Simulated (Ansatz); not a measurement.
Crystal: GaSb.

```
CELL_PARAMETERS angstrom
0.00000 3.05900 3.05900
3.05900 0.00000 3.05900
3.05900 3.05900 0.00000
ATOMIC_POSITIONS crystal
Sb 0.75000 0.75000 0.75000
Ga 0.00000 0.00000 0.00000
```

| Property | Result |
| --- | --- |
| Program | Ansatz 0.2.0 |
| Task | relaxation of cell and atoms |
| Functional | PBE |
| Potentials or basis | all-electron LAPW, scalar-relativistic |
| Basis error allowed | 0.001 eV/atom |
| k mesh | 8 × 8 × 8 |
| Occupations | fermi-dirac, width 0.05 eV |
| Spin | no spin polarisation |

At the start: volume 28.62 Å³/atom.

How do energy, volume and symmetry change on relaxing?

Over 4 steps the energy falls by 9.7 meV/atom and the volume is 30.03 Å³/atom (+4.9 %); space group F-43m (No. 216, to 0.05 Å).

Step by step:
```
step  energy change (eV)  largest force (eV/Å)  volume (Å³)
   1              0.0000                0.0000        57.25
   2             -0.0181                0.0000        60.77
   3             -0.0194                0.0000        60.07
   4             -0.0194                0.0000        60.07
```

Final structure:
```
CELL_PARAMETERS angstrom
0.00000 3.10843 3.10843
3.10843 0.00000 3.10843
3.10843 3.10843 0.00000
ATOMIC_POSITIONS crystal
Sb 0.75000 0.75000 0.75000
Ga 0.00000 0.00000 0.00000
```
